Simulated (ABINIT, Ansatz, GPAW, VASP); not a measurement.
# Al2Pt: 5 runs at one level of theory

```
Pt Al
1.0
     0.00000    2.95500    2.95500
     2.95500    0.00000    2.95500
     2.95500    2.95500    0.00000
Pt Al
1 2
Direct
  0.00000 0.00000 0.00000
  0.75000 0.75000 0.75000
  0.25000 0.25000 0.25000
```

Alike in all runs: task single point; functional PBEsol; k mesh 8 × 8 × 8; occupations fermi-dirac, width 0.05 eV; no spin polarisation; no spin-orbit coupling. Pressure is positive in compression and, in plane waves, holds the error of the finite cutoff, which Ansatz's Pulay term estimates and takes out.

```
                           program and potentials  plane-wave cutoff (eV)                                                                                                                           notes  band gap (eV)  pressure (GPa)
                               Ansatz, Ansatz PAW                     420  potentials made for PBE, which Ansatz adapts in part; 8 valence electrons an atom on average; Pulay term of +0.05 GPa included         no gap           -0.93
               VASP, PBE PAW files Al, Pt, 520 eV                     520                                                              potentials made for PBE; 5.33 valence electrons an atom on average         no gap           -0.99
GPAW, PAW data sets generated for this functional                     600                                                                                       7.33 valence electrons an atom on average         no gap           -0.48
  ABINIT, PseudoDojo NC SR PBEsol v0.4.1 standard                    1143                                                                                          8 valence electrons an atom on average         no gap           -1.02
   Ansatz, all-electron LAPW, scalar-relativistic                       -                                                                                                                               -         no gap           -0.93
```

None finds a gap. The pressure spans -1.02 (ABINIT, PseudoDojo NC SR PBEsol v0.4.1 standard) to -0.48 GPa (GPAW, PAW data sets generated for this functional), with all-electron results at -0.93.

The functional is the same throughout but for its coding, so the spread measures potentials, basis and numerics; runs on potential files found faulty are left out.
